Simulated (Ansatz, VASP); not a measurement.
**One calculation of Be, two programs**

```xyz
2
Lattice="2.2853 0.0000 0.0000 -1.1426 1.9791 0.0000 0.0000 0.0000 3.5842" Properties=species:S:1:pos:R:3 pbc="T T T"
Be    1.1427    0.6597    2.6882
Be    0.0000    1.3194    0.8961
```

Alike in both runs: task single point; functional PBE; k mesh 13 × 13 × 8; occupations fermi-dirac, width 0.05 eV; no spin polarisation.

|  | VASP | Ansatz |
| --- | --- | --- |
| version | VASP 6.6.1 | Ansatz 0.2.0 |
| potentials or method | VASP PAW PBE potentials, release 64 (Be) | Ansatz PAW |
| plane-wave cutoff (eV) | 520 | 420 |
| valence electrons in the cell | 4 | 4 |

VASP gave:

- gap on the k mesh at the Fermi level (eV): none
- pressure (GPa): -2.7
- largest component of the traceless stress (GPa): 0.70

Estimate Ansatz's values.

gap on the k mesh at the Fermi level (eV): none; pressure (GPa): -2.8; largest component of the traceless stress (GPa): 0.73.

A gap of «none» marks a metal or a gap that the smearing closes. With one functional, cell and mesh, what is left measures potentials, basis and numerics.
